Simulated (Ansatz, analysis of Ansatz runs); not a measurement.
# Does Br_Cl go to the (110) surface of SrCl2?, part 2 of 2

How does the energy of Br_Cl change with depth under the (110) face of SrCl2? Model: a cell of 48 host atoms with 1 Cl taken out and 1 Br put in, a symmetric slab with vacuum.

Ansatz 0.2.0; plane-wave PAW DFT, PBEsol; a slab with vacuum, neutral defects.

So far. Step 2 (The clean slab): On a dense mesh the slab's energy differs by 3 meV an atom, so the sampling is kept; the layers are compared at one sampling, where most of this error should cancel, which was not tested. Step 3 (Does the supercell reconstruct?): Atoms end at most 0.01 Å from the small cell's positions, so the small cell's structure is at least a local minimum.

**4. The defect, layer by layer**

Level of this step: plane-wave PAW DFT, PBEsol, periodic cell with vacuum; relaxation of a neutral defect in a slab; PAW set soft_1 (Ansatz).

Each layer's defect is relaxed from random displacements. Layer 1 is shown in full.

layer1_M0.relax/input.yaml

```yaml
crystal:
  lattice:
    - [0.0, 9.89878, 0.0]
    - [-13.99899, 0.0, 0.0]
    - [0.0, 0.0, 20.0]
  atoms:
    - { symbol: Sr, position: [-0.00042904, -9.36e-06, 0.42991289] }
    - { symbol: Sr, position: [-0.00047837, -0.00024005, 0.66639991] }
    - { symbol: Sr, position: [0.24980256, 0.24991435, 0.33377675] }
    - { symbol: Sr, position: [0.24961006, 0.24989285, 0.57034072] }
    - { symbol: Cl, position: [-0.00017637, 0.13092233, 0.31565645] }
    - { symbol: Cl, position: [-0.00042629, 0.12791353, 0.55694977] }
    - { symbol: Cl, position: [0.24960859, 0.11916599, 0.68463199] }
    - { symbol: Cl, position: [0.24962352, 0.12203058, 0.44340424] }
    - { symbol: Br, position: [0.24947189, 0.38061397, 0.68465983] }
    - { symbol: Cl, position: [0.24973001, 0.37795657, 0.44326832] }
    - { symbol: Cl, position: [-0.00062085, 0.36936337, 0.31558483] }
    - { symbol: Cl, position: [-0.00037282, 0.37209394, 0.55676315] }
    - { symbol: Sr, position: [-0.00047918, 0.50007575, 0.42981223] }
    - { symbol: Sr, position: [-0.00043389, 0.49973189, 0.66644348] }
    - { symbol: Sr, position: [0.24944605, 0.74997581, 0.33344379] }
    - { symbol: Sr, position: [0.24958831, 0.74988502, 0.57011709] }
    - { symbol: Cl, position: [-0.00022565, 0.63086565, 0.31541766] }
    - { symbol: Cl, position: [-0.0005553, 0.62783115, 0.55688605] }
    - { symbol: Cl, position: [0.24981051, 0.61917082, 0.68436261] }
    - { symbol: Cl, position: [0.24938591, 0.6221336, 0.44319214] }
    - { symbol: Cl, position: [0.24948456, 0.88061883, 0.68444185] }
    - { symbol: Cl, position: [0.24974915, 0.87782659, 0.44307922] }
    - { symbol: Cl, position: [-0.00050727, 0.86951553, 0.31543228] }
    - { symbol: Cl, position: [-0.00034796, 0.87209174, 0.55659581] }
    - { symbol: Sr, position: [0.49950292, -0.00026838, 0.42982485] }
    - { symbol: Sr, position: [0.49952832, -0.00024742, 0.66647761] }
    - { symbol: Sr, position: [0.74966356, 0.25005208, 0.33384512] }
    - { symbol: Sr, position: [0.74949814, 0.24988647, 0.5703665] }
    - { symbol: Cl, position: [0.49945251, 0.13071406, 0.31560773] }
    - { symbol: Cl, position: [0.49945595, 0.12771682, 0.55687585] }
    - { symbol: Cl, position: [0.74937514, 0.11892842, 0.68460205] }
    - { symbol: Cl, position: [0.74952929, 0.12192552, 0.44336465] }
    - { symbol: Cl, position: [0.7495773, 0.38040973, 0.68466906] }
    - { symbol: Cl, position: [0.74944593, 0.37790606, 0.4435223] }
    - { symbol: Cl, position: [0.500046, 0.36927104, 0.31548784] }
    - { symbol: Cl, position: [0.49948888, 0.37193358, 0.55682769] }
    - { symbol: Sr, position: [0.49951474, 0.5000548, 0.42983453] }
    - { symbol: Sr, position: [0.49957401, 0.49989698, 0.66632162] }
    - { symbol: Sr, position: [0.74952798, 0.75019156, 0.33343797] }
    - { symbol: Sr, position: [0.74957841, 0.74977164, 0.57020178] }
    - { symbol: Cl, position: [0.499402, 0.63071668, 0.31551183] }
    - { symbol: Cl, position: [0.49971348, 0.62774331, 0.55661678] }
    - { symbol: Cl, position: [0.74933924, 0.61892962, 0.68453882] }
    - { symbol: Cl, position: [0.74978134, 0.62203385, 0.44297235] }
    - { symbol: Cl, position: [0.74985824, 0.88040776, 0.68449449] }
    - { symbol: Cl, position: [0.74958375, 0.87779323, 0.44316675] }
    - { symbol: Cl, position: [0.49972998, 0.8692632, 0.31528788] }
    - { symbol: Cl, position: [0.49962702, 0.87198467, 0.55680896] }
basis:
  ecutwfc: 420
  xc_grid: 2
hamiltonian:
  xc: pbesol
  pseudopotentials: { kind: paw, azcp: { folder: soft_1 }, xc_functional: pbe }
kpoints:
  mp_grid: { grid: [1, 1, 1] }
scf:
  occupations: { method: fermi_dirac, width: 0.01 }
  max_iter: 100
output:
  forces: true
relax:
  f_tol: 0.03
  max_steps: 90
  random_displacement: { amplitude: 0.05, seed: 6102 }
```

Command:

```sh
$ ansatz run input.yaml --threads 32 --pin off --max-ram 84787MiB --backend cuda --events-out ev --progress --plain --runs-dir out --max-vram 78GiB
```

Log:

```text
[...]
Crystal: 48 atoms, lattice volume = 2771.458 Å³
Basis set: ecut = 420 eV, 54241 PW (Γ), exchange–correlation on 144×192×270 points (8 copies of the dense FFT grid, shifted against one another)
Bands: 240, of which v1, the nominal top of the filled ones, is band 192 counted from 1 (191 counted from 0)
[...]
k-points: 1
[...]
relax step   1: F+E_penalty+E_count = -91611.78052616 eV  Δ(F+E_penalty+E_count) = +0.000e0 eV  max|allowed force component| = 5.334e-1 eV/Å  Δτ_max = 0.0000 Å  (7 SCF iters, dr2 threshold 2.25e-5 eV, [...]
[...]
SCF iter   1: F=—  HF=-91612.047317 eV  |F-HF|=—  |Δ(HF+E_count)|=         —  Δρ=1.39e-3  dr2=1.61e-1  ethr=4.56e-5  ⟨swp⟩=3.0  Hψ=882  notcnv=0  defer=41
[...]
SCF iter   2: F=—  HF=-91612.000636 eV  |F-HF|=—  |Δ(HF+E_count)|=   4.67e-2  Δρ=6.25e-4  dr2=1.55e-2  ethr=4.20e-5  ⟨swp⟩=5.0  Hψ=318  notcnv=0  defer=41
[...]
SCF 4 converged in 6 iterations: F = -91612.035331 eV  dr2 = 6.68e-9
[...]
relax step   4: F+E_penalty+E_count = -91612.03533054 eV  Δ(F+E_penalty+E_count) = -2.246e-3 eV  max|allowed force component| = 1.497e-2 eV/Å  Δτ_max = 0.0234 Å  (6 SCF iters, accepted)
SCF converged after 6 iterations
[...]
--- Relaxed structure (4 steps of the walk, 4 accepted, 0 SCFs on fresh bases) ---
[...]
```

Wall time 2.8 s (1 × NVIDIA GB200 with 32 threads of Arm Neoverse V2, shared host); peak memory 1.2 GiB.

The steps of the relaxation:

| step | energy less that of the first step (eV) | largest force component (eV/Å) |
| --- | --- | --- |
| 1 | 0.0000 | 0.5334 |
| 2 | -0.2208 | 0.1137 |
| 3 | -0.2526 | 0.0662 |
| 4 | -0.2548 | 0.0150 |

The atoms that moved most (Å, from the sites as typed, ahead of the random displacement, the mean shift of all atoms taken out):

| atom | dx | dy | dz | length |
| --- | --- | --- | --- | --- |
| Br9 | 0.088 | 0.001 | 0.273 | 0.287 |
| Cl7 | 0.042 | -0.001 | -0.038 | 0.057 |
| Sr38 | -0.037 | 0.033 | 0.023 | 0.055 |
| Sr14 | -0.040 | -0.031 | 0.021 | 0.055 |
| Cl19 | 0.005 | -0.002 | -0.053 | 0.053 |
| Cl36 | -0.016 | -0.027 | 0.033 | 0.045 |
| Cl12 | -0.014 | 0.027 | 0.033 | 0.045 |
| Cl43 | -0.041 | 0.003 | 0.017 | 0.045 |

Neighbours of Br9 at the end:

| atom | distance (Å) |
| --- | --- |
| Sr4 | 3.120 |
| Sr14 | 3.144 |
| Sr38 | 3.145 |
| Cl19 | 3.439 |
| Cl7 | 3.627 |
| Cl36 | 3.716 |
| Cl12 | 3.717 |
| Cl33 | 4.958 |

All relaxations:

| layer | depth (Å) | moment (μB) | outcome | structures computed | largest displacement from the input (Å) | time |
| --- | --- | --- | --- | --- | --- | --- |
| 1 | 0.00 | 0 | converged | 4 | 0.29 | 2.8 s |
| 2 | 2.56 | 0 | converged | 5 | 0.09 | 3.1 s |

The relaxation ends 5.3 meV an atom lower than the displaced start, with a largest force component of 0.015 eV/Å.

**5. Energies and states**

Single points on the relaxed structures give the energies, all at one sampling, and show where the defect's states lie.

layer1_M0.point.pbesol/input.yaml

```yaml
crystal:
  lattice:
    - [0.0, 9.89878, 0.0]
    - [-13.99899, 0.0, 0.0]
    - [0.0, 0.0, 20.0]
  atoms:
    - { symbol: Sr, position: [-0.00138425, -0.00018034, 0.42904913] }
    - { symbol: Sr, position: [-0.00130922, -0.00043148, 0.66574133] }
[... 1 atom line left out ...]
    - { symbol: Sr, position: [0.24887805, 0.24840008, 0.56968197] }
[... 4 atom lines left out ...]
    - { symbol: Br, position: [0.24895115, 0.37437849, 0.69839241] }
[... 4 atom lines left out ...]
    - { symbol: Sr, position: [-0.00428028, 0.50262789, 0.66757049] }
[... 4 atom lines left out ...]
    - { symbol: Cl, position: [0.24899471, 0.61889624, 0.68182564] }
[... 16 atom lines left out ...]
    - { symbol: Cl, position: [0.49610076, 0.37312142, 0.5585556] }
[... 1 atom line left out ...]
    - { symbol: Sr, position: [0.50222112, 0.50262747, 0.66757934] }
[... 9 atom lines left out ...]
    - { symbol: Cl, position: [0.49880396, 0.87258086, 0.55575192] }
basis:
  ecutwfc: 420
  xc_grid: 2
hamiltonian:
  xc: pbesol
  pseudopotentials: { kind: paw, azcp: { folder: soft_1 }, xc_functional: pbe }
kpoints:
  mp_grid: { grid: [1, 1, 1] }
scf:
  occupations: { method: fermi_dirac, width: 0.01 }
  max_iter: 100
output:
  forces: true
  eigenvalues: true
  eigenstates: { localisation: true }
  populations: true
checkpoint:
  write: "../layer1_M0.point.pbesol.run"
  compress: false
  write_wavefunctions: false
  write_every: 100000
```

Log:

```text
[...]
Crystal: 48 atoms, lattice volume = 2771.458 Å³
Basis set: ecut = 420 eV, 54241 PW (Γ), exchange–correlation on 144×192×270 points (8 copies of the dense FFT grid, shifted against one another)
Bands: 240, of which v1, the nominal top of the filled ones, is band 192 counted from 1 (191 counted from 0)
[...]
k-points: 1
[...]
SCF iter   2: F=—  HF=-91611.741188 eV  |F-HF|=—  |Δ(HF+E_count)|=    6.46e0  Δρ=7.52e-3  dr2=2.54e0  ethr=3.10e-3  ⟨swp⟩=3.0  Hψ=397  notcnv=0  defer=43
[...]
SCF iter   8: F=—  HF=-91612.035330 eV  |F-HF|=—  |Δ(HF+E_count)|=   7.81e-7  Δρ=3.59e-6  dr2=4.18e-7  ethr=1.61e-9  ⟨swp⟩=3.0  Hψ=466  notcnv=0  defer=43
SCF iter   9: F=-91612.035331 eV  HF=-91612.035331 eV  |F-HF|=1.07e-8  |Δ(HF+E_count)|=   3.76e-7  Δρ=1.22e-6  dr2=5.72e-8  ethr=2.60e-11  ⟨swp⟩=21.0  Hψ=2035  notcnv=0
SCF 1 converged in 9 iterations: F = -91612.035331 eV  dr2 = 5.72e-8
[...]
SCF converged after 9 iterations
[...]
--- Band table (eV) ---
[...]
--- Löwdin populations: 48 sites ---
[...]
spilling = 0.008991 (of n_electrons = 384.000000)
[...]
```

Elapsed: 2.5 s, on 1 × NVIDIA GB200 with 32 threads; peak memory 1.3 GiB.

States next to the filling edge at the first k-point, on the run's own zero (eigenstates.tsv). The participation number counts the atoms that a state is spread over, of 48; bands count from 0.

| spin | band | energy (eV) | occupation | participation | largest share on | share |
| --- | --- | --- | --- | --- | --- | --- |
| both | 186 | -2.051 | 2.00 | 14.1 | Br9 | 0.21 |
| both | 187 | -1.899 | 2.00 | 2.5 | Br9 | 0.63 |
| both | 188 | -1.662 | 2.00 | 9.2 | Cl17 | 0.12 |
| both | 189 | -1.643 | 2.00 | 4.7 | Cl31 | 0.25 |
| both | 190 | -1.567 | 2.00 | 8.6 | Cl41 | 0.12 |
| both | 191 | -1.316 | 2.00 | 3.7 | Br9 | 0.43 |
| both | 192 | 3.101 | 0.00 | 40.6 | Sr39 | 0.04 |
| both | 193 | 3.504 | 0.00 | 30.3 | Sr2 | 0.05 |
| both | 194 | 3.648 | 0.00 | 39.5 | Sr4 | 0.05 |
| both | 195 | 3.652 | 0.00 | 39.5 | Sr13 | 0.04 |
| both | 196 | 3.737 | 0.00 | 43.8 | Sr39 | 0.03 |

Under PBEsol, periodic cell with vacuum at the zone centre alone, the highest filled state is spread over 4 of 48 atoms, and the lowest empty one, 4.42 eV above it, is spread over 41 of 48 atoms.

Against the clean slab and Cl (Cl2 molecule) and Br (solid Br2 (Cmce)):

| layer | depth (Å) | total moment (μB) | formation energy (eV) | against the deepest layer (eV) |
| --- | --- | --- | --- | --- |
| 1 | 0.00 | 0 | 0.54 | -0.19 |
| 2 | 2.56 | 0 | 0.73 | 0.00 |

**6. Outcome**

```
highest less deepest of the layers obtained (PBEsol) : -0.19 eV
layer of the lowest energy (PBEsol)                  : 1
```

Under PBEsol Br_Cl is 0.19 eV lower in layer 1 than in layer 2, 2.6 Å down, so it segregates to the surface. At 600 K the Boltzmann factor between the best layer and the deepest is about 37 a site, entropy of vibration left out. The clean slab's gap at this sampling is 4.65 eV. Limits: neutral states alone; one site a layer, which need not be the same crystallographic site in every layer, at most four layers; one defect on one side of the slab, 9.9 Å from its images and with no dipole correction; the deepest layer of so thin a slab is not yet bulk, and the thickness was not varied; the in-plane lattice is the database's, not relaxed here; no adsorbates, no temperature.

[Logs are printed without paths, hosts, clocks, repeated set-up lines and the standing remarks that a program may print on its own settings, such as how far it seeks lower states.]

[Hosts, paths, dates, database ids (printed as entryN), source tags and the programs' standing remarks are cut or masked in the printed files.]

[Maps of the electrostatic potential energy from Ansatz leave out the sawtooth potential of an applied field or a dipole correction, so their vacuum need not be flat.]
